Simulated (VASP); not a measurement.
**A VASP 6.6.1 single-point calculation on MgS**

INCAR

```
ISIF = 2
GGA = PE
LCHARG = .FALSE.
LWAVE = .FALSE.
LREAL = .FALSE.
ENCUT = 350
LASPH = .TRUE.
SIGMA = 0.02
NBANDS = 11
PREC = Accurate
NSW = 0
EDIFF = 1E-7
IBRION = -1
NELM = 120
ISMEAR = -1
```

KPOINTS

```
KPOINTS created by Atomic Simulation Environment
0
Gamma
8 8 8
0 0 0
```

POSCAR

```
Mg S
 1.0000000000000000
     0.0000000000000000    2.7315938338999999    2.5332669928999998
     2.7315938338999999    0.0000000000000000    2.5332669928999998
     2.7315938338999999    2.7315938338999999    0.0000000000000000
 Mg  S
   1   1
Cartesian
  0.0000000000000000  0.0000000000000000  0.0000000000000000
  2.7315938338999999  2.7315938338999999  2.5332669928999998
```

The recommended PBE PAW datasets give the neutral cell 8 valence electrons.

Command

```
mpirun -np 1 vasp_std
```

**Question.** How does this run end, and what does it give?

**Answer.** It converged. Results: gap between bands v and c on the k mesh 2.36 eV; least direct gap on the k mesh 3.07 eV; pressure -3.1 GPa. Band v is the last that the valence electrons fill when counted band by band, and c is the next.

OSZICAR

```
N       E                     dE             d eps       ncg     rms          rms(c)
DAV:   1     0.151275280706E+02    0.15128E+02   -0.28055E+03  1418   0.413E+02
DAV:   2    -0.790508909346E+01   -0.23033E+02   -0.21548E+02  1627   0.871E+01
DAV:   3    -0.888054369449E+01   -0.97545E+00   -0.97441E+00  1571   0.184E+01
DAV:   4    -0.888644635047E+01   -0.59027E-02   -0.59022E-02  1566   0.176E+00
DAV:   5    -0.888649973131E+01   -0.53381E-04   -0.53380E-04  1619   0.158E-01    0.415E+00
DAV:   6    -0.848392034608E+01    0.40258E+00   -0.91918E-01  1478   0.365E+00    0.321E+00
DAV:   7    -0.844205018527E+01    0.41870E-01   -0.22596E-01  1543   0.200E+00    0.220E+00
DAV:   8    -0.844165441522E+01    0.39577E-03   -0.17448E-02  1412   0.790E-01    0.104E+00
DAV:   9    -0.844122673900E+01    0.42768E-03   -0.11374E-03  1493   0.185E-01    0.367E-01
DAV:  10    -0.844124420159E+01   -0.17463E-04   -0.29683E-04  1523   0.784E-02    0.406E-02
DAV:  11    -0.844124157922E+01    0.26224E-05   -0.19838E-05  1532   0.195E-02    0.165E-02
DAV:  12    -0.844124174893E+01   -0.16971E-06   -0.10265E-06  1569   0.626E-03    0.346E-03
DAV:  13    -0.844124168482E+01    0.64108E-07   -0.42507E-08   945   0.966E-04
   1 F= -.84412417E+01 E0= -.84412417E+01  d E =-.110413E-10
```

For comparison, a separate PBE run of the intended cell, on usual settings and not on those above, gives a gap of 2.36 eV on its mesh and a pressure of -3.2 GPa.
